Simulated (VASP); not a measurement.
# CuI2 (Fm-3m) in VASP: notebook

The runs below take CuI2 through single point, with LDA+U, LDA.

All numbers are computed with VASP 6.6.1; they aren't measurements. Logs are shortened: lines on timing, memory, paths and dates and some standing lists are left out, and cuts for length are marked.

## (1) The structure

The structure is cubic, space group Fm-3m (No. 225). Conventional cell: a = 7.023 Å, b = 7.023 Å, c = 7.023 Å, α = 90.00°, β = 90.00°, γ = 90.00°. Around Cu (site symmetry m-3m) lie 8 I at 3.04 Å. I (site symmetry -43m) is surrounded by 4 Cu at 3.04 Å.

The cell comes from a database or a generator and needn't be the stable form of this composition.

## (2) Single point, LDA+U

Input file INCAR:

```
SYSTEM = CuI2
  ALGO = Normal
  EDIFF = 1E-6
  ENCUT = 520
  GGA = CA
  ISIF = 2
  ISMEAR = 0
  LASPH = .TRUE.
  LCHARG = .FALSE.
  LDAU = .TRUE.
  LDAUJ = 0 0
  LDAUL = 2 -1
  LDAUPRINT = 1
  LDAUTYPE = 2
  LDAUU = 3 0
  LMAXMIX = 4
  LREAL = .FALSE.
  LWAVE = .FALSE.
  NELM = 60
  PREC = Accurate
  SIGMA = 0.05
```

Input file KPOINTS:

```
k-points
0
G
  5 5 5
  0 0 0
```

Input file POSCAR:

```
CuI2
1.0
    0.0000000000      3.5112550600      3.5112550600
    3.5112550600      0.0000000000      3.5112550600
    3.5112550600      3.5112550600      0.0000000000
Cu I
1 2
Direct
    0.0000000000      0.0000000000      0.0000000000
    0.2500000000      0.2500000000      0.2500000000
    0.7500000000      0.7500000000      0.7500000000
```

Potentials or basis: VASP PAW LDA potentials, release 64 (Cu, I).

Command:

```bash
$ cat potpaw_LDA.64/Cu/POTCAR potpaw_LDA.64/I/POTCAR > POTCAR
$ mpirun -np 1 vasp_std > vasp.out
```

OUTCAR:

```text
SYSTEM = CuI2
   EDIFF = 1E-6
   ENCUT = 520
   GGA = CA
   ISIF = 2
   ISMEAR = 0
   LASPH = .TRUE.
   LREAL = .FALSE.
   NELM = 60
   PREC = Accurate

 ion  position               nearest neighbor table
   1  0.000  0.000  0.000-   3 3.04   3 3.04   3 3.04   2 3.04   3 3.04   2 3.04   2 3.04   2 3.04

   2  0.250  0.250  0.250-   1 3.04   1 3.04   1 3.04   1 3.04   3 3.51   3 3.51   3 3.51   3 3.51
                             3 3.51   3 3.51
   3  0.750  0.750  0.750-   1 3.04   1 3.04   1 3.04   1 3.04   2 3.51   2 3.51   2 3.51   2 3.51
                             2 3.51   2 3.51

  LATTYP: Found a face centered cubic cell.
 ALAT       =     7.0225101200

  Lattice vectors:

 A1 = (   0.0000000000,   3.5112550600,   3.5112550600)
 A2 = (   3.5112550600,   0.0000000000,   3.5112550600)
 A3 = (   3.5112550600,   3.5112550600,   0.0000000000)

Analysis of symmetry for initial positions (statically):
=====================================================================
 Subroutine PRICEL returns:
 Original cell was already a primitive cell.

 Routine SETGRP: Setting up the symmetry group for a
 face centered cubic supercell.

 Subroutine GETGRP returns: Found 48 space group operations
 (whereof 48 operations were pure point group operations)
 out of a pool of 48 trial point group operations.

The static configuration has the point symmetry O_h .

Analysis of symmetry for dynamics (positions and initial velocities):
=====================================================================
 Subroutine PRICEL returns:
 Original cell was already a primitive cell.

 Routine SETGRP: Setting up the symmetry group for a
 face centered cubic supercell.

 Subroutine GETGRP returns: Found 48 space group operations
 (whereof 48 operations were pure point group operations)
 out of a pool of 48 trial point group operations.

The dynamic configuration has the point symmetry O_h .

 Subroutine INISYM returns: Found 48 space group operations
 (whereof 48 operations are pure point group operations),
 and found     1 'primitive' translations

----------------------------------------------------------------------------------------

                                     Primitive cell

  volume of cell :      86.5799

  direct lattice vectors                    reciprocal lattice vectors
     0.000000000  3.511255060  3.511255060    -0.142399225  0.142399225  0.142399225
     3.511255060  0.000000000  3.511255060     0.142399225 -0.142399225  0.142399225
     3.511255060  3.511255060  0.000000000     0.142399225  0.142399225 -0.142399225

  length of vectors
     4.965664527  4.965664527  4.965664527     0.246642693  0.246642693  0.246642693

  position of ions in fractional coordinates (direct lattice)
     0.000000000  0.000000000  0.000000000
     0.250000000  0.250000000  0.250000000
     0.750000000  0.750000000  0.750000000

  ion indices of the primitive-cell ions
   primitive index   ion index
                 1           1
                 2           2
                 3           3

----------------------------------------------------------------------------------------

 KPOINTS: k-points

Automatic generation of k-mesh.
 Grid dimensions read from file:
 generate k-points for:    5    5    5

 Generating k-lattice:

  Cartesian coordinates                     Fractional coordinates (reciprocal lattice)
    -0.028479845  0.028479845  0.028479845     0.200000000  0.000000000  0.000000000
     0.028479845 -0.028479845  0.028479845     0.000000000  0.200000000  0.000000000
     0.028479845  0.028479845 -0.028479845     0.000000000  0.000000000  0.200000000

  Length of vectors
     0.049328539  0.049328539  0.049328539
[... 31 lines left out ...]
   ISTART =      0    job   : 0-new  1-cont  2-samecut
   ICHARG =      2    charge: 1-file 2-atom 10-const
   ISPIN  =      1    spin polarized calculation?
   LNONCOLLINEAR =      F non collinear calculations
   LSORBIT =      F    spin-orbit coupling
   LASPH  =      T    aspherical Exc in radial PAW
   ENCUT  =  520.0 eV  38.22 Ry    6.18 a.u.   9.23  9.23  9.23*2*pi/ulx,y,z
   NELM   =     60;   NELMIN=  2; NELMDL= -5     # of ELM steps
   EDIFF  = 0.1E-05   stopping-criterion for ELM
   LREAL  =      F    real-space projection
   EDIFFG = 0.1E-04   stopping-criterion for IOM
   NSW    =      0    number of steps for IOM
   IBRION =     -1    ionic relax: 0-MD 1-quasi-New 2-CG
   NFREE  =      0    steps in history (QN), initial steepest desc. (CG)
   ISIF   =      2    stress and relaxation
   ISYM   =      2    0-nonsym 1-usesym 2-fastsym
   POTIM  = 0.5000    time-step for ionic-motion
   TEBEG  =    0.0;   TEEND  =   0.0 temperature during run
   PSTRESS=    0.0 pullay stress
   NELECT =      25.0000    total number of electrons
   NUPDOWN=      -1.0000    fix difference up-down
   EMIN   =  10.00;   EMAX   =-10.00  energy-range for DOS
   EFERMI =   0.00;   METHOD = LEGACY
   ISMEAR =     0;   SIGMA  =   0.05  broadening in eV -4-tet -1-fermi 0-gaus
   EFERMI_NEDOS =   21; number of points for ismear=-14 and -15
   IALGO  =     38    algorithm
   IMIX   =      4    mixing-type and parameters
     AMIX     =   0.40;   BMIX     =  1.00
     AMIX_MAG =   1.60;   BMIX_MAG =  1.00
  volume/ion in A,a.u.               =      28.86       194.76
  Fermi-wavevector in a.u.,A,eV,Ry     =   1.082054  2.044786 15.930271  1.170842
  Thomas-Fermi vector in A             =   2.218086
   LORBIT       =      0    0 simple, 1 ext, 2 COOP (PROOUT), +10 PAW based schemes
 LDA+U is selected, type is set to LDAUTYPE =  2
   angular momentum for each species LDAUL =     2   -1
   U (eV)           for each species LDAUU =   3.0  0.0
   J (eV)           for each species LDAUJ =   0.0  0.0
   GGA     = CA    functional components
   LHFCALC =     F    Hartree Fock is set to
   AEXX    =    0.0000 exact exchange contribution
   IVDW    =     0    specifies the selected vdW correction
   LEPSILON=     F    determine dielectric tensor
   LRPA    =     F    only Hartree local field effects (RPA)
 non-spin polarized calculation
 Gauss-broadening in eV      SIGMA  =   0.05
  energy-cutoff  :      520.00
  volume of cell :       86.58
 maximum number of plane-waves:      2345
 NGX is ok and might be reduce to    40
   NGX = 19   NGY = 19   NGZ = 19

atom =   1  type =  1  l = 2

 onsite density matrix

spin component  1

  0.9458  0.0000 -0.0000  0.0000 -0.0000
  0.0000  0.9458 -0.0000 -0.0000 -0.0000
 -0.0000 -0.0000  0.9427 -0.0000  0.0000
  0.0000 -0.0000 -0.0000  0.9458 -0.0000
 -0.0000 -0.0000  0.0000 -0.0000  0.9427

spin component  2

  0.9458  0.0000 -0.0000  0.0000 -0.0000
  0.0000  0.9458 -0.0000 -0.0000 -0.0000
 -0.0000 -0.0000  0.9427 -0.0000  0.0000
  0.0000 -0.0000 -0.0000  0.9458 -0.0000
 -0.0000 -0.0000  0.0000 -0.0000  0.9427

 occupancies and eigenvectors

  o =  0.9427  v =  0.0000  0.0000  0.9969  0.0000  0.0789  0.0000  0.0000  0.0000  0.0000  0.0000      0.0000  0.0000  0.0000  0.0000  0.0000  0.0000  0.0000  0.0000  0.0000  0.0000
  o =  0.9427  v =  0.0000  0.0000  0.0000  0.0000  0.0000  0.0000  0.0000  0.9969  0.0000  0.0789      0.0000  0.0000  0.0000  0.0000  0.0000  0.0000  0.0000  0.0000  0.0000  0.0000
  o =  0.9427  v =  0.0000  0.0000  0.0789 -0.0000 -0.9969  0.0000  0.0000  0.0000  0.0000  0.0000      0.0000  0.0000  0.0000  0.0000  0.0000  0.0000  0.0000  0.0000  0.0000  0.0000
  o =  0.9427  v =  0.0000  0.0000  0.0000  0.0000  0.0000  0.0000  0.0000  0.0789 -0.0000 -0.9969      0.0000  0.0000  0.0000  0.0000  0.0000  0.0000  0.0000  0.0000  0.0000  0.0000
  o =  0.9458  v =  0.0000  0.0000  0.0000  0.0000  0.0000  1.0000  0.0000  0.0000  0.0000  0.0000      0.0000  0.0000  0.0000  0.0000  0.0000  0.0000  0.0000  0.0000  0.0000  0.0000
  o =  0.9458  v =  1.0000  0.0000  0.0000  0.0000  0.0000  0.0000  0.0000  0.0000  0.0000  0.0000      0.0000  0.0000  0.0000  0.0000  0.0000  0.0000  0.0000  0.0000  0.0000  0.0000
  o =  0.9458  v =  0.0000  0.0000  0.0000  0.0000  0.0000  0.0000 -0.4635  0.0000 -0.8861  0.0000      0.0000  0.0000  0.0000  0.0000  0.0000  0.0000  0.0000  0.0000  0.0000  0.0000
  o =  0.9458  v =  0.0000 -0.4635  0.0000 -0.8861  0.0000  0.0000  0.0000  0.0000  0.0000  0.0000      0.0000  0.0000  0.0000  0.0000  0.0000  0.0000  0.0000  0.0000  0.0000  0.0000
  o =  0.9458  v =  0.0000  0.8861 -0.0000 -0.4635  0.0000  0.0000  0.0000  0.0000  0.0000  0.0000      0.0000  0.0000  0.0000  0.0000  0.0000  0.0000  0.0000  0.0000  0.0000  0.0000
  o =  0.9458  v =  0.0000  0.0000  0.0000  0.0000  0.0000  0.0000  0.8861 -0.0000 -0.4635  0.0000      0.0000  0.0000  0.0000  0.0000  0.0000  0.0000  0.0000  0.0000  0.0000  0.0000

 number of electron      24.9999993 magnetization

 Free energy of the ion-electron system (eV)
  ---------------------------------------------------
  ext. energy  EPLUGINS =         0.00000000
  ---------------------------------------------------
  free energy    TOTEN  =        -6.71833547 eV

  energy without entropy =       -6.71265596  energy(sigma->0) =       -6.71549572

 E-fermi :   4.6871     XC(G=0):  -9.5628

 val. band max:        4.6711355476   @ k =  -0.4000   0.4000   0.2000
 cond. band min:       4.8556942411   @ k =   0.4000   0.4000   0.0000
 fundamental gap:      0.1845586935
 Fermi energy:         4.6871309146

 k-point     1 :       0.0000    0.0000    0.0000
  band No.  band energies     occupation
      1      -9.1164      2.00000
      2      -6.7059      2.00000
      3       0.7065      2.00000
      4       0.7065      2.00000
      5       0.7065      2.00000
      6       2.3895      2.00000
[... 167 lines left out ...]
      3      -0.4937      2.00000
      4       0.0252      2.00000
      5       1.3300      2.00000
      6       1.8755      2.00000
[... 8 lines left out ...]
     15       9.6225      0.00000
     16      10.8711      0.00000

------------------------ aborting loop because EDIFF is reached ----------------------------------------

  FORCE on cell =-STRESS in cart. coord.  units (eV):
  Direction    XX          YY          ZZ          XY          YZ          ZX
  --------------------------------------------------------------------------------------
  -------------------------------------------------------------------------------------
  Total       -1.0274166     -1.0274166     -1.0274166     -0.0000000     -0.0000000      0.0000000
  in kB      -19.0125359    -19.0125359    -19.0125359     -0.0000000     -0.0000000      0.0000000
  external PRESSURE =     -19.0125359 kB  Pullay stress =       0.0000000 kB

 VOLUME and BASIS-vectors are now :
 -----------------------------------------------------------------------------
  energy-cutoff  :      520.00
  volume of cell :       86.58
      direct lattice vectors                 reciprocal lattice vectors
     0.000000000  3.511255060  3.511255060    -0.142399225  0.142399225  0.142399225
     3.511255060  0.000000000  3.511255060     0.142399225 -0.142399225  0.142399225
     3.511255060  3.511255060  0.000000000     0.142399225  0.142399225 -0.142399225

 POSITION                                       TOTAL-FORCE (eV/Angst)
 -----------------------------------------------------------------------------------
      0.00000      0.00000      0.00000        -0.000000      0.000000     -0.000000
      1.75563      1.75563      1.75563         0.000000      0.000000      0.000000
      5.26688      5.26688      5.26688        -0.000000     -0.000000     -0.000000
 -----------------------------------------------------------------------------------
    total drift:                               -0.000000      0.000000      0.000000

  FREE ENERGIE OF THE ION-ELECTRON SYSTEM (eV)
  ---------------------------------------------------
  free  energy   TOTEN  =        -6.7183354700 eV

  energy  without entropy=       -6.7126559602  energy(sigma->0) =       -6.71549572
```

Wall time 16 s (1 thread of Intel Xeon 6975P-C (Granite Rapids), shared host); peak memory 0.18 GiB.

What came out:

* Free energy: -6.7183 eV
* Pressure: -1.9 GPa
* Band gap on the k mesh: none (metal or under the smearing width)

Levels at points of the mesh, in eV from the Fermi level:
| k point | band 9 | band 10 | band 11 | band 12 | band 13 | band 14 | band 15 | band 16 |
| --- | --- | --- | --- | --- | --- | --- | --- | --- |
| (0.00, 0.00, 0.00) | -1.35 | -1.35 | -0.87 | -0.87 | -0.87 | 1.26 | 3.41 | 3.41 |

Eigenvalues of the final occupation matrices:
| site | spin | trace | eigenvalues |
| --- | --- | --- | --- |
| site 1 d | 1 | 4.72 | 0.94 0.94 0.95 0.95 0.95 |
| site 1 d | 2 | 4.72 | 0.94 0.94 0.95 0.95 0.95 |

Caveat: an odd number of electrons without spin polarisation forces a metal; a magnetic or distorted state may lie lower; the run has no spin polarisation, though such a crystal can be magnetic; U without spin polarisation on a metal has little footing.

## (3) Single point, LDA, collinear spin, ferromagnetic start

Input file INCAR:

```
PREC = Accurate ; ENCUT = 520
EDIFF = 1E-6 ; ISMEAR = 0
SIGMA = 0.05 ; LREAL = False
LASPH = True ; NELM = 100
ALGO = Normal ; ISIF = 2
LWAVE = False ; LCHARG = False
ISPIN = 2 ; MAGMOM = 0.6 0 0
LORBIT = 11 ; LMAXMIX = 4
```

Input file KPOINTS:

```
Automatic mesh
0
Gamma
  5 5 5
```

POSCAR is that of step 2.

Potentials or basis: VASP PAW LDA potentials, release 64 (Cu, I).

Command:

```bash
$ cat potpaw_LDA.64/Cu/POTCAR potpaw_LDA.64/I/POTCAR > POTCAR
$ mpirun -np 1 vasp_std > vasp.out
```

OUTCAR:

```text
PREC = Accurate
   ENCUT = 520
   EDIFF = 1E-6
   ISMEAR = 0
   LREAL = False
   LASPH = True
   NELM = 100
   ISIF = 2
   ISPIN = 2
   LORBIT = 11

 ion  position               nearest neighbor table
   1  0.000  0.000  0.000-   3 3.04   3 3.04   3 3.04   2 3.04   3 3.04   2 3.04   2 3.04   2 3.04

   2  0.250  0.250  0.250-   1 3.04   1 3.04   1 3.04   1 3.04   3 3.51   3 3.51   3 3.51   3 3.51
                             3 3.51   3 3.51
   3  0.750  0.750  0.750-   1 3.04   1 3.04   1 3.04   1 3.04   2 3.51   2 3.51   2 3.51   2 3.51
                             2 3.51   2 3.51

[... 592 lines left out ...]
  energy-cutoff  :      520.00
  volume of cell :       86.58
      direct lattice vectors                 reciprocal lattice vectors
     0.000000000  3.511255060  3.511255060    -0.142399225  0.142399225  0.142399225
     3.511255060  0.000000000  3.511255060     0.142399225 -0.142399225  0.142399225
     3.511255060  3.511255060  0.000000000     0.142399225  0.142399225 -0.142399225

 POSITION                                       TOTAL-FORCE (eV/Angst)
 -----------------------------------------------------------------------------------
      0.00000      0.00000      0.00000        -0.000000     -0.000000     -0.000000
      1.75563      1.75563      1.75563         0.000000      0.000000      0.000000
      5.26688      5.26688      5.26688        -0.000000     -0.000000     -0.000000
 -----------------------------------------------------------------------------------
    total drift:                               -0.000000      0.000000      0.000000

  FREE ENERGIE OF THE ION-ELECTRON SYSTEM (eV)
  ---------------------------------------------------
  free  energy   TOTEN  =        -7.5746624611 eV

  energy  without entropy=       -7.5689384826  energy(sigma->0) =       -7.57180047

 total charge

# of ion       s       p       d       tot
------------------------------------------
    1        0.247   0.160   9.318   9.726
    2        1.547   2.664   0.030   4.241
    3        1.547   2.664   0.030   4.241
--------------------------------------------------
tot          3.340   5.488   9.379  18.207

 magnetization (x)

# of ion       s       p       d       tot
------------------------------------------
    1        0.000   0.000  -0.000  -0.000
    2       -0.000  -0.000  -0.000  -0.001
    3       -0.000  -0.000  -0.000  -0.001
--------------------------------------------------
tot          0.000  -0.001  -0.000  -0.001
```

stdout:

```text
POSCAR found type information on POSCAR CuI
 POSCAR found :  2 types and       3 ions
 scaLAPACK will be used
 LDA part: xc-table for (Slater(with rela. corr.)+CA(PZ))
 , standard interpolation
 POSCAR, INCAR and KPOINTS ok, starting setup
 FFT: planning ... GRIDC
 FFT: planning ... GRID_SOFT
 FFT: planning ... GRID
 WAVECAR not read
 entering main loop
```

It took 28 s on 1 thread of Intel Xeon 6975P-C (Granite Rapids), shared host; peak memory 0.19 GiB.

Results:

- Free energy: -7.5747 eV
- Pressure: -1.9 GPa
- Band gap on the k mesh: none (metal or under the smearing width)
- Net moment: 0.00 μB per cell
- Valence electrons inside the program's atomic spheres: Cu 9.73; I 4.24

Caveat: semilocal functionals often make such compounds metallic where correlation or magnetic order opens a gap, which also shifts bond lengths. Spin-orbit coupling is left out, which matters for the levels of I.

(Part 1 of 2 ends here.)
